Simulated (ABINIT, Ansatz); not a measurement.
This is a calculation of Co for Ansatz 0.2.0. Atoms were shifted at random by some hundredths of an Å from the given cell, which wasn't relaxed again for these runs. 

Contents of input.yaml:

```yaml
crystal:
  lattice:
    - [2.4719999032, 0.0, 0.0]
    - [-1.2359999516, 2.1408147143, 0.0]
    - [0.0, 0.0, 4.02114408]
  atoms:
    - { symbol: Co, position: [0.664846, 0.312703, 0.742733], spin: 2.0 }
    - { symbol: Co, position: [0.343336, 0.652887, 0.240112], spin: 2.0 }
hamiltonian:
  xc: pbesol
  pseudopotentials: { kind: paw }
magnetization:
  spin_polarized: true
kpoints:
  mp_grid: { grid: [12, 12, 7] }
scf:
  occupations: { method: fermi_dirac, width: 0.05 }
output:
  forces: true
  stress: true
  eigenvalues: true
  write_density: true
  write_potential: true
  elf: true
  volumetric_format: npy
```

Potentials or basis: Ansatz PAW.

Launch:

```sh
$ ansatz run input.yaml --threads 1 --pin off --max-ram 3584MiB --backend cpu --events-out ev --progress --plain --runs-dir out
```

Q: What does the same run look like in ABINIT 10.8.3 (patched build)? Potentials or basis there: JTH PAW PBE v2.0, cutoff 707 eV.

A: As run (cutoffs and basis follow the program's own potentials, and thresholds, step limits or extra output files can differ):

File run.abi:

```
# Pseudopotentials
pp_dirpath "./"
pseudos "Co.GGA_PBE-JTH.xml"

# Structure
acell 3*1.0
rprim
     4.6714027971     0.0000000000     0.0000000000
    -2.3357013986     4.0455534936     0.0000000000
     0.0000000000     0.0000000000     7.5988610189
ntypat 1
znucl 27
natom 2
typat 1 1
xcart
     2.3753826296     1.2650567141     5.6439248411
     0.0789116718     2.6412892838     1.8245777170
chkprim 0
chksymtnons 0
tolsym 1.0e-6

# Plane-wave basis
ecut 707.496042 eV
pawecutdg 48.0
pawxcdev 0

# k points
kptopt 1
ngkpt 12 12 7
nshiftk 1
shiftk 0.0 0.0 0.0

# Exchange and correlation
ixc -116133

# Bands and occupations
nband 22
occopt 3
tsmear 0.05 eV

# Spin
nsppol 2
spinat
     0.0000000000     0.0000000000     2.0000000000
     0.0000000000     0.0000000000     2.0000000000

# SCF cycle
nstep 100
tolvrs 1.0e-9

# Output
iomode 3
prtwf 0
prteig 0
prtebands 0
enunit 1
prtden 1
prtvha 1
prtvclmb 1
prtpot 1
```

Potentials or basis: JTH PAW PBE v2.0.

Command:

```sh
$ mpirun --bind-to none -np 4 abinit run.abi > log 2>&1
```

Both were run:

|  | Ansatz | ABINIT |
| --- | --- | --- |
| Pressure | -5.7 GPa | -4.8 GPa |
| Largest force | 0.092 eV/Å | 0.094 eV/Å |
| Net moment | 3.20 μB per cell | 3.20 μB per cell |

Ansatz's pressure holds a Pulay term of +0.21 GPa for its cutoff of 420 eV, which the other run lacks.

Ansatz's potentials were made for PBE. ABINIT's potentials were made for PBE.

Where Ansatz's input types no cutoff or centring, it takes its own default and a Γ-centred mesh.

The magnetic state is the one that the start led to; the real crystal's order can differ.

Pressure is positive in compression.
